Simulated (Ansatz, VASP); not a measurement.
**NiO: VASP beside Ansatz**

Contents of INCAR:

```
SYSTEM = NiO
ALGO     = Normal         ! electronic algorithm
EDIFF    = 1E-7           ! SCF threshold, eV
ENCUT    = 520            ! plane-wave cutoff, eV
ISIF     = 2              ! what is computed and relaxed
ISMEAR   = -1             ! smearing method
LASPH    = .True.         ! aspherical terms in the spheres
LCHARG   = .False.        ! write CHGCAR
LDAU     = .True.         ! DFT+U
LDAUJ    = 0 0          
LDAUL    = 2 -1           ! shell
LDAUPRINT= 1            
LDAUTYPE = 2            
LDAUU    = 6 0            ! U, eV
LMAXMIX  = 4              ! l up to which the mixer works
LREAL    = .False.        ! projectors in reciprocal space
LWAVE    = .False.        ! write WAVECAR
NELM     = 150            ! most SCF steps
PREC     = Accurate       ! precision mode
SIGMA    = 0.05           ! smearing width, eV
```

File KPOINTS:

```
k-points
0
Gamma
  7 7 7
  0 0 0
```

File POSCAR:

```
NiO
1.0
    0.0000000000      2.5046153800      2.5046153800
    2.5046153800      0.0000000000      2.5046153800
    2.5046153800      2.5046153800      0.0000000000
Ni O
2 2
Direct
    0.0000000000      0.0000000000      0.0000000000
    0.5000000000      0.5000000000      0.5000000000
    0.2500000000      0.2500000000      0.2500000000
    0.7500000000      0.7500000000      0.7500000000
```

The input input.yaml:

```yaml
crystal:
  lattice:
    - [0.0, 2.50461538, 2.50461538]
    - [2.50461538, 0.0, 2.50461538]
    - [2.50461538, 2.50461538, 0.0]
  atoms:
    - { symbol: Ni, position: [0.0, 0.0, 0.0] }
    - { symbol: Ni, position: [0.5, 0.5, 0.5] }
    - { symbol: O, position: [0.25, 0.25, 0.25] }
    - { symbol: O, position: [0.75, 0.75, 0.75] }
hamiltonian:
  xc: lda
  pseudopotentials: { kind: paw }
  hubbard: { sites: [{ species: Ni, l: d, u_eff: 6.0 }] }
kpoints:
  mp_grid: { grid: [7, 7, 7] }
scf:
  occupations: { method: fermi_dirac, width: 0.05 }
output:
  forces: true
  stress: true
  eigenvalues: true
```

Measurements of this composition are mostly on another form, of space group No. 225.

Alike in both runs: task single point; functional LDA; k mesh 7 × 7 × 7; occupations fermi-dirac, width 0.05 eV; no spin polarisation; Hubbard terms Ni d U = 6 eV.

|  | VASP | Ansatz |
| --- | --- | --- |
| version | VASP 6.6.1 | Ansatz 0.2.0 |
| potentials or method | VASP PAW LDA potentials, release 64 (Ni, O) | Ansatz PAW |
| plane-wave cutoff (eV) | 520 | 420 |
| valence electrons in the cell | 32 | 48 |

VASP gave:

| Property | Result |
| --- | --- |
| gap on the k mesh at the Fermi level (eV) | none |
| pressure (GPa) | -15.6 |

What did Ansatz give for the same quantities?

gap on the k mesh at the Fermi level (eV): none; pressure (GPa): 2.1.

The programs project onto different local orbitals, so the same U acts differently. A gap of «none» marks a metal or a gap that the smearing closes. The two sets of potentials don't hold the same shells in valence.

Caveats: the run has no spin polarisation, though such a crystal can be magnetic; U without spin polarisation on a metal has little footing; the pressure holds a Pulay correction of +1.1 GPa for the finite cutoff (Ansatz); the PAW data sets come from PBE, with cores solved anew for the run's functional, which leaves a small shift of forces and pressure (Ansatz). Spin polarisation is off, so any magnetic state and its effect on volume and gap are missing.
